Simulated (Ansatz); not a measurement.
Write a Python script for the Python package of Ansatz (0.2.0) that makes a dielectric-dependent hybrid calculation of CaF2, space group Fm-3m. Settings (first run): PBEsol, PAW, cutoff 558 eV, 4×4×4 k-points, fixed occupations.

The script reads `caf2.cif`:
```cif
data_CaF2
_cell_length_a 3.862217
_cell_length_b 3.862217
_cell_length_c 3.862217
_cell_angle_alpha 60.00000
_cell_angle_beta 60.00000
_cell_angle_gamma 60.00000
_symmetry_space_group_name_H-M 'P 1'
_symmetry_Int_Tables_number 1
loop_
_symmetry_equiv_pos_as_xyz
'x, y, z'
loop_
_atom_site_label
_atom_site_type_symbol
_atom_site_fract_x
_atom_site_fract_y
_atom_site_fract_z
Ca1 Ca    0.000000    0.000000    0.000000
F2 F    0.250000    0.250000    0.250000
F3 F    0.750000    0.750000    0.750000
```

`caf2_ddh.py`
```python
'''A hybrid whose exact exchange is one over the dielectric constant of CaF2.'''

import ansatz
from ase.io import read
import numpy as np


def count_gap(report):
    # lowest empty less highest filled band, counting bands; zero where they overlap
    return max(report.get('gap_by_band_count_ev') or 0.0, 0.0)

atoms = read('caf2.cif')
crystal = ansatz.Crystal.from_ase(atoms)

setup = crystal.calculation()
setup = setup.basis(41 * ansatz.Ry).kpoints(4, 4, 4)
setup = setup.occupations('fixed')
setup = setup.band_table()
semilocal = setup.functional('pbesol').run(threads=1, backend='cpu').report
hybrid = setup.functional(exchange='pbesol', correlation='pbesol', exact_fraction='inverse_dielectric').run(threads=1, backend='cpu').report
alpha = hybrid['hybrid']['exact_exchange_fraction']
print(f'fraction of exact exchange {alpha:.4f}, so eps_inf = {1 / alpha:.2f}')
print(f'gap by band count: {count_gap(semilocal):.3f} eV semilocal, {count_gap(hybrid):.3f} eV hybrid')
```

Output of `python caf2_ddh.py`:
```text
fraction of exact exchange 0.4330, so eps_inf = 2.31
gap by band count: 7.114 eV semilocal, 12.146 eV hybrid
```

The fraction is 0.4330, one over a mean dielectric constant (a third of the trace) of 2.31. It opens the gap from 7.114 to 12.146 eV, by 5.03 eV.

Reading the output:
- Energy and stress may still move on a finer k-point mesh.
- The starting cell is as deposited in a crystallographic database; the results hold for this polymorph, which needn't be the stable one.
- Gaps and levels are Kohn-Sham values on a finite set of k-points.
- The gaps are those of a coarse mesh; the run finds the dielectric constant of the semilocal functional on meshes of its own.
- By the engine's processor time: 17 s on 1 thread of Intel(R) Xeon(R) Processor @ 2.30GHz (shared host), peak memory 0.97 GiB.
